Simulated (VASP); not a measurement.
VASP inputs for SiC (distorted CsCl)

INCAR

```
SIGMA = 0.02
EDIFF = 1E-7
NSW = 0
NELM = 120
ISIF = 2
LASPH = .TRUE.
IBRION = -1
LREAL = .FALSE.
LCHARG = .TRUE.
LWAVE = .FALSE.
ISMEAR = -1
NBANDS = 11
ENCUT = 520
GGA = PS
PREC = Accurate
LELF = .TRUE.
```

KPOINTS

```
KPOINTS created by Atomic Simulation Environment
0
Gamma
8 8 8
0 0 0
```

POSCAR

```
Si C
 1.0000000000000000
     2.5615999999999999   -0.0119000000000000    0.0189000000000000
    -0.0119000000000000    2.6095999999999999    0.0479000000000000
     0.0189000000000000    0.0479000000000000    2.5863999999999998
 Si  C
   1   1
Cartesian
  2.5633032199999999  0.0670201200000000  2.5855761399999997
  1.2620504399999999  1.3677491400000001  1.3251922199999999
```

VASP ran with the recommended PBE PAW datasets (8 valence electrons in the cell).

Predict the results.

gap between bands v and c on the k mesh -4.25 eV (bands overlap: a metal); least direct gap on the k mesh 0.09 eV; pressure 8.0 GPa; largest force 0.07 eV/Å.
